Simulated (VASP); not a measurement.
# PtS2 (P-3m1) in VASP: further runs, part 2 of 5

VASP 6.6.1. Earlier steps stand in the parts before.

### Step 3. G0W0 quasiparticle levels, PBE

Contents of POSCAR:

```
PtS2
1.0
    3.5432000000      0.0000000000      0.0000000000
   -1.7716000000      3.0685012107      0.0000000000
    0.0000000000      0.0000000000      5.0388000000
Pt S
1 2
Direct
    0.0000000000      0.0000000000      0.0000000000
    0.6666666667      0.3333333333      0.7730000000
    0.3333333333      0.6666666667      0.2270000000
```

Contents of INCAR.step1:

```
SYSTEM = PtS2
ALGO     = Normal         ! electronic algorithm
EDIFF    = 1E-8           ! SCF threshold, eV
ENCUT    = 450            ! plane-wave cutoff, eV
GGA      = PE             ! functional
ISMEAR   = 0              ! smearing method
LASPH    = .TRUE.         ! aspherical terms in the spheres
LCHARG   = .FALSE.        ! write CHGCAR
LREAL    = .FALSE.        ! projectors in reciprocal space
LWAVE    = .TRUE.         ! write WAVECAR
NELM     = 100            ! most SCF steps
PREC     = Accurate       ! precision mode
SIGMA    = 0.01           ! smearing width, eV
```

Contents of INCAR.step2:

```
SYSTEM = PtS2
ALGO     = Exact          ! electronic algorithm
EDIFF    = 1E-8           ! SCF threshold, eV
ENCUT    = 450            ! plane-wave cutoff, eV
GGA      = PE             ! functional
ISMEAR   = 0              ! smearing method
ISTART   = 1            
LASPH    = .TRUE.         ! aspherical terms in the spheres
LCHARG   = .FALSE.        ! write CHGCAR
LOPTICS  = .TRUE.         ! frequency-dependent dielectric function
LREAL    = .FALSE.        ! projectors in reciprocal space
LWAVE    = .TRUE.         ! write WAVECAR
NBANDS   = 76             ! bands
NELM     = 1              ! most SCF steps
PREC     = Accurate       ! precision mode
SIGMA    = 0.01           ! smearing width, eV
```

Contents of INCAR.step3:

```
SYSTEM = PtS2
ALGO     = EVGW0          ! electronic algorithm
EDIFF    = 1E-8           ! SCF threshold, eV
ENCUT    = 450            ! plane-wave cutoff, eV
ENCUTGW  = 200            ! cutoff of the response function
GGA      = PE             ! functional
ISMEAR   = 0              ! smearing method
ISTART   = 1            
LASPH    = .TRUE.         ! aspherical terms in the spheres
LCHARG   = .FALSE.        ! write CHGCAR
LREAL    = .FALSE.        ! projectors in reciprocal space
LWAVE    = .FALSE.        ! write WAVECAR
NBANDS   = 76             ! bands
NBANDSGW = 19           
NELMGW   = 1            
NOMEGA   = 48             ! frequency points
PREC     = Accurate       ! precision mode
PRECFOCK = Fast         
SIGMA    = 0.01           ! smearing width, eV
```

Contents of KPOINTS:

```
k-points
0
G
  3 3 2
  0 0 0
```

Potentials or basis: VASP PAW PBE potentials, release 64 (Pt_GW, S_GW).

Launch:

```console
$ cat potpaw_PBE.64/Pt_GW/POTCAR potpaw_PBE.64/S_GW/POTCAR > POTCAR
$ cp INCAR.step1 INCAR
$ mpirun -np 1 vasp_std > vasp.out
$ cp INCAR.step2 INCAR
$ mpirun -np 1 vasp_std > vasp.out
$ cp INCAR.step3 INCAR
$ mpirun -np 1 vasp_std > vasp.out
```

OUTCAR:

```text
SYSTEM = PtS2
   EDIFF = 1E-8
   ENCUT = 450
   ENCUTGW = 200
   GGA = PE
   ISMEAR = 0
   ISTART = 1
   LASPH = .TRUE.
   LREAL = .FALSE.
   NELMGW = 1
   PREC = Accurate
   PRECFOCK = Fast

 Found      6 irreducible k-points:

 Following reciprocal coordinates:
            Coordinates               Weight
  0.000000  0.000000  0.000000      1.000000
  0.333333 -0.000000  0.000000      6.000000
  0.333333  0.333333  0.000000      2.000000
  0.000000  0.000000  0.500000      1.000000
  0.333333 -0.000000  0.500000      6.000000
  0.333333  0.333333  0.500000      2.000000
   k-points           NKPTS =      6   k-points in BZ     NKDIM =     18   number of bands    NBANDS=     76
   number of dos      NEDOS =    301   number of ions     NIONS =      3
   total plane-waves  NPLWV =  28224
   dimension x,y,z NGX =    28 NGY =   28 NGZ =   36
   dimension x,y,z NGXF=    56 NGYF=   56 NGZF=   72
   ions per type =               1   2
   NGX,Y,Z   is equivalent  to a cutoff of  13.14, 13.14, 11.88 a.u.
   NGXF,Y,Z  is equivalent  to a cutoff of  26.28, 26.28, 23.76 a.u.
 SYSTEM =  PtS2
   PREC   = accura    normal or accurate (medium, high low for compatibility)
   ISTART =      1    job   : 0-new  1-cont  2-samecut
   ICHARG =      0    charge: 1-file 2-atom 10-const
   ISPIN  =      1    spin polarized calculation?
   LNONCOLLINEAR =      F non collinear calculations
   LSORBIT =      F    spin-orbit coupling
   LASPH  =      T    aspherical Exc in radial PAW
   ENCUT  =  450.0 eV  33.07 Ry    5.75 a.u.   6.13  6.13  8.72*2*pi/ulx,y,z
   NELM   =     60;   NELMIN=  2; NELMDL=  0     # of ELM steps
   EDIFF  = 0.1E-07   stopping-criterion for ELM
   LREAL  =      F    real-space projection
   EDIFFG = 0.1E-06   stopping-criterion for IOM
   NSW    =      0    number of steps for IOM
   IBRION =     -1    ionic relax: 0-MD 1-quasi-New 2-CG
   NFREE  =      0    steps in history (QN), initial steepest desc. (CG)
   ISIF   =      0    stress and relaxation
   ISYM   =      3    0-nonsym 1-usesym 2-fastsym
   POTIM  = 0.5000    time-step for ionic-motion
   TEBEG  =    0.0;   TEEND  =   0.0 temperature during run
   PSTRESS=    0.0 pullay stress
   NELECT =      22.0000    total number of electrons
   NUPDOWN=      -1.0000    fix difference up-down
   EMIN   =  10.00;   EMAX   =-10.00  energy-range for DOS
   EFERMI =   0.00;   METHOD = LEGACY
   ISMEAR =     0;   SIGMA  =   0.01  broadening in eV -4-tet -1-fermi 0-gaus
   EFERMI_NEDOS =   21; number of points for ismear=-14 and -15
   IALGO  =     38    algorithm
   IMIX   =      4    mixing-type and parameters
     AMIX     =   0.40;   BMIX     =  1.00
     AMIX_MAG =   1.60;   BMIX_MAG =  1.00
  volume/ion in A,a.u.               =      18.26       123.23
  Fermi-wavevector in a.u.,A,eV,Ry     =   1.207812  2.282434 19.848315  1.458810
  Thomas-Fermi vector in A             =   2.343439
   LORBIT       =      0    0 simple, 1 ext, 2 COOP (PROOUT), +10 PAW based schemes
   GGA     = PE    functional components
   LHFCALC =     T    Hartree Fock is set to
   PRECFOCK=fast      Normal, Fast or Accurate (Low or Medium for compatibility)
   ENCUT4O =  -1.0   cutoff for four orbital integrals eV
   NKREDX  =     1    reduce k-point grid by
   NKREDY  =     1    reduce k-point grid by
   NKREDZ  =     1    reduce k-point grid by
   AEXX    =    1.0000 exact exchange contribution
   HFSCREEN=    0.0000 screening length (either q_TF or 0.3 A-1)
   HFSCREENC=   0.0000 screening length for correlation (either q_TF or 0.3 A-1)
   ENCUTFOCK=  -1.0 apply spherical cutoff to Coloumb kernel
   IVDW    =     0    specifies the selected vdW correction
   LEPSILON=     F    determine dielectric tensor
   LRPA    =     F    only Hartree local field effects (RPA)
   LRPAFORCE           =     F    calculate RPA forces
   ENCUTGW             = 200.0    cutoff for response function in eV
   ENCUTGWSOFT         = 160.0    soft cutoff for Coulomb kernel in GW response function in eV
   ENCUTLF             =  -1.0    cutoff for local field effects
   NELMGW              =     1    number of iterations in solving QP/BSE equation
   NELMHF              =     1    number of iterations in the inner HF iteration
   NKREDLFX            =     1    NKREDLFY  =   1   NKREDLFZ  =   1
 non-spin polarized calculation
 Gauss-broadening in eV      SIGMA  =   0.01
  energy-cutoff  :      450.00
  volume of cell :       54.78
 maximum number of plane-waves:      1206
 NGX is ok and might be reduce to    28
  NGX = 14; NGY = 14; NGZ = 20
   NGX = 13   NGY = 13   NGZ = 17
 maximum number of plane-waves:       355

 QP shifts <psi_nk| G(iteration)W_0 |psi_nk>: iteration 1
 for sc-GW calculations column KS-energies equals QP-energies in previous step
 and V_xc(KS)=  KS-energies - (<T + V_ion + V_H > + <T+V_H+V_ion>^1  + <V_x>^1)

 k-point   1 :       0.0000    0.0000    0.0000
  band No.  KS-energies  QP-energies   sigma(KS)   V_xc(KS)     V^pw_x(r,r')   Z            occupation Imag(sigma)

      1      -8.8583      -8.8407     -13.1384     -13.1655     -21.5013       0.6522       2.0000       1.5493
      2      -5.6146      -5.7896     -14.2749     -14.0187     -21.2108       0.6831       2.0000       0.9956
      3      -0.3200      -0.5229     -13.4345     -13.1494     -18.0534       0.7117       2.0000       0.6177
      4      -0.3200      -0.5229     -13.4345     -13.1494     -18.0534       0.7117       2.0000       0.6177
      5      -0.2003      -0.5458     -12.4751     -11.9905     -17.6611       0.7129       2.0000       0.7861
      6       2.7428       2.4715     -13.3081     -12.9259     -18.0349       0.7099       2.0000       0.3823
[... 11 lines left out ...]
     18      18.6470      19.4252     -10.6979     -11.6953      -5.1189       0.7802       0.0000      -0.4959
     19      19.2651      20.1040     -11.2633     -12.3676      -5.7558       0.7597       0.0000      -0.5038

 k-point   2 :       0.3333   -0.0000    0.0000
  band No.  KS-energies  QP-energies   sigma(KS)   V_xc(KS)     V^pw_x(r,r')   Z            occupation Imag(sigma)

      1      -7.5812      -7.6914     -13.6253     -13.4560     -21.3453       0.6504       2.0000       1.2408
      2      -6.2610      -6.4009     -14.1955     -13.9836     -21.4274       0.6602       2.0000       1.0430
      3      -0.0553      -0.3653     -12.9510     -12.5255     -17.7631       0.7286       2.0000       0.6224
      4       0.3857       0.1999     -13.4972     -13.2407     -17.8005       0.7243       2.0000       0.5606
      5       1.1780       0.9182     -13.1774     -12.8228     -17.2469       0.7325       2.0000       0.4978
      6       1.2905       0.9351     -12.7978     -12.3145     -17.2889       0.7354       2.0000       0.5335
[... 11 lines left out ...]
     18      16.1436      16.7980     -10.7835     -11.6411      -5.5200       0.7630       0.0000      -0.3369
     19      17.8730      18.4850     -10.5393     -11.3349      -5.0558       0.7692       0.0000      -0.4232

 k-point   3 :       0.3333    0.3333    0.0000
  band No.  KS-energies  QP-energies   sigma(KS)   V_xc(KS)     V^pw_x(r,r')   Z            occupation Imag(sigma)

      1      -6.5819      -6.7210     -14.1011     -13.8876     -21.4458       0.6518       2.0000       1.0624
      2      -6.5819      -6.7210     -14.1011     -13.8876     -21.4458       0.6518       2.0000       1.0624
      3      -0.1189      -0.4208     -12.8997     -12.4914     -17.1599       0.7391       2.0000       0.5889
      4       0.3775       0.0641     -12.9363     -12.5052     -17.4308       0.7269       2.0000       0.5363
      5       0.3775       0.0641     -12.9363     -12.5052     -17.4308       0.7269       2.0000       0.5363
      6       2.1370       1.9043     -13.3053     -12.9846     -17.6023       0.7257       2.0000       0.4811
[... 11 lines left out ...]
     18      17.3449      18.1246     -10.7275     -11.7195      -5.0797       0.7860       0.0000      -0.5355
     19      17.7943      18.5692     -11.0525     -12.0568      -5.3302       0.7716       0.0000      -0.5369

 k-point   4 :       0.0000    0.0000    0.5000
  band No.  KS-energies  QP-energies   sigma(KS)   V_xc(KS)     V^pw_x(r,r')   Z            occupation Imag(sigma)

      1      -8.5791      -8.5751     -13.3320     -13.3381     -21.5096       0.6442       2.0000       1.4039
      2      -6.3063      -6.5103     -13.7492     -13.4435     -21.0323       0.6673       2.0000       1.1933
      3      -0.2998      -0.5007     -13.4399     -13.1581     -18.0522       0.7127       2.0000       0.6165
      4      -0.2998      -0.5007     -13.4399     -13.1581     -18.0522       0.7127       2.0000       0.6165
      5       1.0734       0.8030     -13.2167     -12.8393     -18.3097       0.7165       2.0000       0.5809
      6       2.7200       2.4464     -13.2895     -12.9030     -18.0279       0.7082       2.0000       0.3838
[... 11 lines left out ...]
     18      16.2883      16.4542      -9.0027      -9.2162      -3.9896       0.7768       0.0000      -0.2595
     19      17.8446      18.4279     -10.2698     -11.0409      -5.1094       0.7564       0.0000      -0.3447

 k-point   5 :       0.3333   -0.0000    0.5000
  band No.  KS-energies  QP-energies   sigma(KS)   V_xc(KS)     V^pw_x(r,r')   Z            occupation Imag(sigma)

      1      -7.3619      -7.4724     -13.7909     -13.6215     -21.3837       0.6521       2.0000       1.1541
      2      -6.5042      -6.6498     -14.0028     -13.7809     -21.3647       0.6563       2.0000       1.1137
      3      -0.3931      -0.7400     -12.7386     -12.2618     -17.6138       0.7274       2.0000       0.6836
      4       0.3379       0.1486     -13.4673     -13.2054     -17.8062       0.7229       2.0000       0.5703
      5       0.6665       0.3780     -13.0466     -12.6546     -17.2438       0.7360       2.0000       0.5645
      6       2.1208       1.8235     -13.1458     -12.7321     -17.8248       0.7186       2.0000       0.4419
[... 11 lines left out ...]
     18      17.0657      17.9302     -11.2203     -12.3498      -5.8193       0.7653       0.0000      -0.4381
     19      18.1413      18.7812     -10.7120     -11.5430      -5.2774       0.7700       0.0000      -0.4333

 k-point   6 :       0.3333    0.3333    0.5000
  band No.  KS-energies  QP-energies   sigma(KS)   V_xc(KS)     V^pw_x(r,r')   Z            occupation Imag(sigma)

      1      -6.5646      -6.6980     -14.1150     -13.9108     -21.4620       0.6532       2.0000       1.0619
      2      -6.5646      -6.6980     -14.1150     -13.9108     -21.4620       0.6532       2.0000       1.0619
      3       0.1604      -0.2006     -12.7515     -12.2549     -17.2951       0.7268       2.0000       0.5495
      4       0.1604      -0.2006     -12.7515     -12.2549     -17.2951       0.7268       2.0000       0.5495
      5       0.2052      -0.0574     -13.1453     -12.7892     -17.2706       0.7373       2.0000       0.5359
      6       2.3307       2.1550     -13.5088     -13.2671     -17.4454       0.7269       2.0000       0.4418
[... 11 lines left out ...]
     18      17.2992      17.8542     -10.4237     -11.1543      -5.1629       0.7597       0.0000      -0.3210
     19      17.2992      17.8542     -10.4237     -11.1543      -5.1629       0.7597       0.0000      -0.3210
```

It took 48 s on 1 thread of Intel Xeon 6975P-C (Granite Rapids), shared host; peak memory 0.37 GiB.

These settings aren't checked as converged: the numbers below hold their error.

What came out:

- Band gap on the k mesh, mean-field level: 1.18 eV, indirect (least direct gap 2.40 eV)
- Quasiparticle gap: 1.79 eV
- Least direct quasiparticle gap: 3.11 eV

Caveat: the k mesh is coarse (spacing up to 0.68 Å⁻¹), so the values aren't converged; bands, screening cutoff and mesh are small and nothing is extrapolated, so the quasiparticle values aren't converged; spin-orbit coupling is left out, which moves the levels of the heavy elements; an odd mesh through Γ misses points on the zone boundary, where band edges often lie.

(Continued in part 3 of 5.)
